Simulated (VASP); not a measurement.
Li: single point with PBE

The system is Li.

```
Li
1.0
     0.00000    2.20200    2.20200
     2.20200    0.00000    2.20200
     2.20200    2.20200    0.00000
Li
1
Direct
  0.00000 0.00000 0.00000
```

This isn't the form of Li at room conditions, which is bcc.

```yaml
Program: VASP 6.6.1
Task: single point
Functional: PBE
Potentials_or_basis: VASP PAW PBE potentials, release 64 (Li_sv)
Cutoff: 520 eV
k_mesh: 5 × 5 × 5
Occupations: fermi-dirac, width 0.03 eV
Spin: no spin polarisation
Dipole_correction: no
Further_INCAR_settings: ALGO = Normal; EDIFF = 1e-06; NBANDS = 8
```

```
Band gap on the k mesh : none (metal or under the smearing width)
```

Levels at points of the mesh, in eV from the Fermi level:
| k point | band 1 | band 2 | band 3 | band 4 | band 5 |
| --- | --- | --- | --- | --- | --- |
| (0.00, 0.00, 0.00) | -46.86 | -3.74 | 13.58 | 13.58 | 13.58 |

It took 2.4 s on 1 thread of AMD EPYC 7R13 Processor (Zen 3), on a shared host, peak memory 0.09 GiB.

Caveat: the k mesh is coarse (spacing up to 0.49 Å⁻¹), so the values aren't converged.
